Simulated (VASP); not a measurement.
Set up this calculation in VASP 6.6.1, as the native input.

```yaml
Task: relaxation of the atoms
Functional: PBE
Dispersion: D3(BJ)
Potentials_or_basis: VASP PAW PBE potentials, release 64 (Rb_sv, Br)
Cutoff: 600 eV
k_mesh: 8 × 8 × 8
Occupations: gaussian, width 0.03 eV
Spin: no spin polarisation
Further_INCAR_settings: ALGO = Fast; EDIFF = 1e-07; IBRION = 2; EDIFFG = -0.01; NSW = 40
```

The structure of RbBr lies in POSCAR:

```
RbBr                                    
1.0
    0.0000000000      3.3752090258      3.3752090258
    3.3752090258      0.0000000000      3.3752090258
    3.3752090258      3.3752090258      0.0000000000
  Rb              Br            
     1     1
Direct
     0.0000000000000000    0.0000000000000000    0.0000000000000000
     0.5000000000000000    0.5000000000000000    0.5000000000000000
```

The cell isn't the ideal one: a relaxed cell with its volume scaled by 0.94.

One way to write it, as run:

INCAR

```
SYSTEM = RbBr
PREC = Accurate
ENCUT = 600
EDIFF = 1E-7
ISMEAR = 0
SIGMA = 0.03
LREAL = .FALSE.
LASPH = .TRUE.
NELM = 80
ALGO = Fast
ISIF = 2
LWAVE = .FALSE.
LCHARG = .FALSE.
GGA = PE
IVDW = 12
IBRION = 2
NSW = 40
EDIFFG = -0.01
```

KPOINTS

```
Automatic mesh
0
G
  8 8 8
  0 0 0
```

Potentials or basis: VASP PAW PBE potentials, release 64 (Rb_sv, Br).

Launch:

```sh
$ cat potpaw_PBE.64/Rb_sv/POTCAR potpaw_PBE.64/Br/POTCAR > POTCAR
$ mpirun -np 1 vasp_std > vasp.out
```

It gave:

```json
{
 "Pressure after relaxing": "1.0 GPa",
 "Band gap on the k mesh": "4.48 eV, direct",
 "Dispersion energy per atom": "-0.205 eV"
}
```

Caveat: the relaxation stopped at its first step, so nothing moved.

Wall time 43 s on 1 thread of Intel(R) Xeon(R) Platinum 8375C CPU @ 2.90GHz (Ice Lake), with other jobs on the host, peak memory 0.26 GiB.
